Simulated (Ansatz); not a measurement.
# Strain response of Ag

Method: DFT r2SCAN, scalar-relativistic, plane waves, PAW (Ansatz 0.2.0). Run with 500 eV cutoff, 24×24×12 k-mesh, Gaussian smearing of 0.10 eV, no spin polarisation.

The relaxed crystal:

```
CELL_PARAMETERS angstrom
2.90368 0.00000 0.00000
-1.45184 2.51466 0.00000
0.00000 0.00000 4.74754
ATOMIC_POSITIONS crystal
Ag 0.33333 0.66667 0.25000
Ag 0.66667 0.33333 0.75000
```

Deformation: c alone is stretched, the rest of the cell is held and the atoms relax, all within the symmetry that the strain leaves. Energies are extrapolated to zero smearing. Stress is positive in compression, on the Cartesian axes of the cell above. On this cell's mesh the reference holds a stress of up to 0.23 GPa.

| strain (%) | ΔE (meV/atom) | a (Å) | b (Å) | c (Å) | σxx (GPa) | σyy (GPa) | σzz (GPa) |
| --- | --- | --- | --- | --- | --- | --- | --- |
| -3.0 | ? | 2.904 | 2.904 | 4.605 | ? | ? | ? |
| -2.0 | 4.2 | 2.904 | 2.904 | 4.653 | 1.23 | 1.23 | 3.97 |
| -1.0 | ? | 2.904 | 2.904 | 4.700 | ? | ? | ? |
| +0.0 | 0.0 | 2.904 | 2.904 | 4.748 | -0.23 | -0.23 | 0.15 |
| +1.0 | 0.8 | 2.904 | 2.904 | 4.795 | -0.90 | -0.90 | -1.45 |
| +2.0 | 3.2 | 2.904 | 2.904 | 4.842 | -1.53 | -1.53 | -2.86 |
| +3.0 | 6.9 | 2.904 | 2.904 | 4.890 | -2.11 | -2.11 | -4.14 |

Fill in the row at -3.0 %.

ΔE 9.7 meV/atom; σxx 2.08 GPa; σyy 2.08 GPa; σzz 6.13 GPa.

Fill in the row at -1.0 %.

ΔE 1.1 meV/atom; σxx 0.48 GPa; σyy 0.48 GPa; σzz 1.96 GPa.

This form isn't the element's structure at ambient conditions.